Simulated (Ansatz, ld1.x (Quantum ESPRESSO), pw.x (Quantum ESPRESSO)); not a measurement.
**scandium (Sc) (bcc): variants of one RRKJ potential in the solid**

scandium (Sc), norm-conserving RRKJ (Kleinman–Bylander form), made with ld1.x (Quantum ESPRESSO) 7.5 (PBE, scalar-relativistic). Core [Ar], reference 3d1 4s1 4p0 (charge +1). Waves: 4p (bound, empty): rc 3.60 bohr; 3d (bound): rc 1.70 bohr; 4s (bound): rc 3.10 bohr. Local part: the s channel. Core correction: Bessel-smoothed model core, default radius (core density twice the valence density).

Crystal test: bcc Sc in pw.x 7.5, no spin, 13³ k-points, Fermi–Dirac smearing 0.01 Ry, cutoffs set for each file from its atomic test. The reference is all-electron LAPW (Ansatz 0.2.0) with the same functional, mesh and smearing; V0 and B0 come from Birch–Murnaghan fits to the pressures at five volumes. Errors are pseudo minus all-electron; Δ is the rms difference of the E(V) curves that follow from these fits, minima aligned, over ±6 % about the mean V0. Mesh and smearing are coarse, so the numbers serve the comparison and aren't converged zero-temperature values; the lattice is a test structure that the element need not adopt.

All-electron: a0 = 3.685 Å (V0 = 25.02 Å³/atom), B0 = 52.2 GPa.

Base: The largest radius (3.60 bohr) exceeds half the bond length (3.01 bohr), so the spheres overlap, which is one possible source of error among others. This is a poor potential for the solid.

1 further variants are left out: they gave no file fit for a test, a broken result, the same result as the base, or pressures whose basis-set error rivals the error shown.

A dash in a converged row means that the minimum lies outside the volumes sampled.

```tsv
change	cutoffs (Ry)	pw.x	a0 (Å)	a0 error (%)	B0 error (%)	Δ (meV/atom)	mean pressure error (GPa)
base	70/280	converged	3.720	+0.97	+2.6	8.5	+1.65
core correction none	70/280	converged	–	–	–	–	+3.19
core correction Bessel-smoothed model core inside 1.30 bohr	70/280	converged	3.721	+0.98	+2.6	8.6	+1.67
core correction Bessel-smoothed model core inside 1.92 bohr	70/280	converged	3.721	+0.97	+2.6	8.6	+1.67
```

(1) Give the row for: core correction Bessel-smoothed model core inside 0.98 bohr.

Results:

(1) pw.x: converged; mean pressure error (GPa): +1.67; a0 (Å): 3.721; a0 error (%): +0.97; B0 error (%): +2.6; Δ (meV/atom): 8.6.
